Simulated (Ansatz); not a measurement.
# Zr2O: the cost of one run

Method: DFT PBE, scalar-relativistic, plane waves, PAW, in Ansatz 0.2.0.

1 further run of the same task is left out (it didn't finish).

### Step 1. Starting point

It takes space group P4/mmm (No. 123, tetragonal). Conventional cell: a = 3.291 Å, b = 3.291 Å, c = 4.242 Å, α = 90.00°, β = 90.00°, γ = 90.00°. Around Zr (site symmetry mmm) lie 2 O at 1.65 Å. Around O (site symmetry 4/mmm) lie 4 Zr at 1.65 Å.

As a file:

```
CELL_PARAMETERS angstrom
3.29139 0.00000 0.00000
0.00000 3.29139 0.00000
0.00000 0.00000 4.24176
ATOMIC_POSITIONS crystal
Zr 0.50000 0.00000 0.00000
Zr 0.00000 0.50000 0.00000
O 0.50000 0.50000 0.00000
```

A structure generator made this guess: random cell by space group and Wyckoff sites (P4/mmm, No. 123). The dimensions are guesses.

### Step 2. A first look at the guess

File input.yaml:

```yaml
crystal:
  lattice:
    - [3.2913916, 0.0, 0.0]
    - [0.0, 3.2913916, 0.0]
    - [0.0, 0.0, 4.24175899]
  atoms:
    - { symbol: Zr, position: [0.5, 0.0, 0.0] }
    - { symbol: Zr, position: [0.0, 0.5, 0.0] }
    - { symbol: O, position: [0.5, 0.5, 0.0] }
basis:
  ecutwfc: 420
kpoints:
  mp_grid: { grid: [6, 6, 4] }
hamiltonian:
  xc: pbe
scf:
  occupations: { method: gaussian, width: 0.1 }
  lower_state_search: "off"
output:
  forces: true
  stress: true
  eigenvalues: true
```

Run with:

```sh
$ ansatz run input.yaml --threads 1 --pin off --max-ram 2560MiB --backend cpu --events-out ev --progress --plain --runs-dir out
```

What time and memory should one allow on 1 thread of Intel Xeon Platinum 8488C (Sapphire Rapids), shared host?

About 1.1 s, with a peak of 0.38 GiB.
